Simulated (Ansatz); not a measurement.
Reactions of `FC(F)C(F)C(F)(F)F`.

Program: Ansatz. Geometries: PBE0-D4/def2-TZVP. ΔE: electronic, gas phase. CCSD(T)/CBS is the MP2 limit (def2-TZVPP, def2-QZVPP) plus CCSD(T) − MP2 in def2-TZVPP, frozen cores. This one scheme is used for every species. DFT in def2-TZVPP. Each species was taken in one conformer, which may not be the lowest.

| reaction | CCSD(T)/def2-SVP (kJ/mol) | B2PLYP (kJ/mol) | HF/CBS(def2) (kJ/mol) | PBE0-D4 (kJ/mol) |
| --- | --- | --- | --- | --- |
| `FC(F)C(F)C(F)(F)F` + H₂ → `FCF` + `FCC(F)(F)F` | -50 | -66 | -84 | -58 |
| `FC(F)C(F)C(F)(F)F` → `FC(F)C(F)(F)F` + `[CH]F` | 375 | 371 | 327 | 397 |
| `FC(F)C(F)C(F)(F)F` + `O[SiH3]` → `FC(F)O[SiH3]` + `FCC(F)(F)F` | -33 | -25 | -36 | -22 |
| `FC(F)C(F)C(F)(F)F` → `FC(F)C(F)F` + `F[C]F` | 275 | 256 | 230 | 283 |
| `FC(F)C(F)C(F)(F)F` + H–F → `FC(F)C(F)F` + `FC(F)F` | 6 | 4 | -11 | 11 |
| `FC(F)C(F)C(F)(F)F` + CH₃SH → `CSC(F)(F)F` + `FCC(F)F` | 18 | 0 | 10 | 1 |
| `FC(F)C(F)C(F)(F)F` → `FC(F)(F)CC(F)(F)F` | -94 | -80 | -82 | -83 |
| `FC(F)C(F)C(F)(F)F` + `COBCl` → `FC(F)(F)COBCl` + `FCC(F)F` | -20 | -23 | -29 | -21 |
| `FC(F)C(F)C(F)(F)F` → `FC(F)C(F)(F)C(F)F` | 26 | 24 | 26 | 26 |
| `FC(F)C(F)C(F)(F)F` + H₂ → `FCC(F)F` + `FC(F)F` | -56 | -74 | -91 | -65 |

(1) Give the CCSD(T)/CBS values in the same order. (Best estimate.)

Largest T1 diagnostic: 0.018, for `[CH]F`.

Answers

(1) The calculation gave: -58, 374, -18, 264, 20, 3, -81, -22, 24, -64 kJ/mol.
